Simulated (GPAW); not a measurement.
Runs of GPAW 26.7.0 on SnO. Symmetry: P4/nmm, No. 129, tetragonal system. The conventional cell has a = 3.814 Å, b = 3.814 Å, c = 4.887 Å, α = 90.00°, β = 90.00°, γ = 90.00°. Around Sn (site symmetry 4mm) lie 4 O at 2.23 Å. O (site symmetry -4m2) is surrounded by 4 Sn at 2.23 Å. The cell is a database's computed one.

```tsv
task	level	potentials or basis	k mesh	band path	band points	gap on the mesh (eV)	pressure (GPa)	V0 of scaled cells (Å³/atom)	B0 (GPa)	largest force (eV/Å)
band structure	LDA	the program's PAW data sets (release 1.2.1) made for this functional, pw	6 × 6 × 5	GXMGZRAZ,XR,MA	80	0.23	(b)	-	-	0.30
band structure	r2SCAN	GPAW PAW data sets (gpaw-data 1.2.1), pw	6 × 6 × 5	GXMGZRAZ,XR,MA	80	0.28	-0.6	-	-	0.10
equation of state	PBEsol	PAW data sets generated in the run's folder for this functional, pw	6 × 6 × 5	-	-	-	-	17.54	95	-
equation of state	LDA	the program's PAW data sets (release 1.2.1) made for this functional, pw	6 × 6 × 5	-	-	-	-	17.02	(a)	-
single point	TB-mBJ	GPAW PAW data sets for LDA (gpaw-data 1.2.1), pw	6 × 6 × 6	-	-	0.24	-	-	-	-
```

Alike in all rows: no spin polarisation; cell as given; cutoff (eV) 800; smearing fermi-dirac 0.05 eV.

Estimate the missing entries.

(a) 102; (b) -4.1.

Caveats: spin-orbit coupling is left out, which moves the levels of the heavy elements (some runs); the PAW data sets were made with another functional, which shifts forces and pressure a little (some runs); the cell was scaled at fixed shape and fractional positions, which overstates the stiffness of a crystal with free parameters, most of all of layers and chains (some runs); a model potential gives levels but no total energy (some runs).

A k mesh can miss the band edges, and the runs leave out spin-orbit coupling on Sn.
